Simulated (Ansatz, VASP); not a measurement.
**W: VASP beside Ansatz**

INCAR

```
SYSTEM = W
PREC = Accurate
ENCUT = 520
EDIFF = 1E-7
ISMEAR = 0
SIGMA = 0.1
LREAL = .FALSE.
LASPH = .TRUE.
NELM = 100
ALGO = Normal
ISIF = 2
LWAVE = .FALSE.
LCHARG = .FALSE.
GGA = PS
NBANDS = 13
```

The input KPOINTS:

```
regular mesh
0
G
  18 18 18
  0 0 0
```

The input POSCAR:

```
W
1.0
   -1.5449775019      1.5449775019      1.5449775019
    1.5449775019     -1.5449775019      1.5449775019
    1.5449775019      1.5449775019     -1.5449775019
W
1
Direct
    0.0000000000      0.0000000000      0.0000000000
```

Input for Ansatz:

```yaml
crystal:
  lattice:
    - [-1.5449775019, 1.5449775019, 1.5449775019]
    - [1.5449775019, -1.5449775019, 1.5449775019]
    - [1.5449775019, 1.5449775019, -1.5449775019]
  atoms:
    - { symbol: W, position: [0.0, 0.0, 0.0] }
basis:
  ecutwfc: 420
kpoints:
  mp_grid: { grid: [18, 18, 18] }
hamiltonian:
  xc: pbesol
scf:
  occupations: { method: gaussian, width: 0.1 }
output:
  forces: true
  stress: true
  eigenvalues: true
  write_density: true
  write_potential: true
  elf: true
  volumetric_format: npy
```

Alike in both runs: task single point; functional PBEsol; k mesh 18 × 18 × 18; occupations gaussian, width 0.1 eV; no spin polarisation.

```csv
,VASP,Ansatz
version,VASP 6.6.1,Ansatz 0.2.0
potentials or method,"VASP PAW PBE potentials, release 64 (W_sv)","scalar-relativistic, plane waves, PAW"
plane-wave cutoff (eV),520,420
valence electrons in the cell,14,14
```

```csv
,VASP,Ansatz,Ansatz less VASP
gap on the k mesh at the Fermi level (eV),none,none,-
pressure (GPa),23.9,22.9,-1.04
```

A gap of «none» marks a metal or a gap that the smearing closes.

Caveats: so large a pressure means that the cell lies far from this level's equilibrium, or that cutoff or potentials fall short (VASP); the potentials were made for another functional, which shifts forces and pressure (VASP). Spin-orbit coupling is left out, which matters for the levels of W.
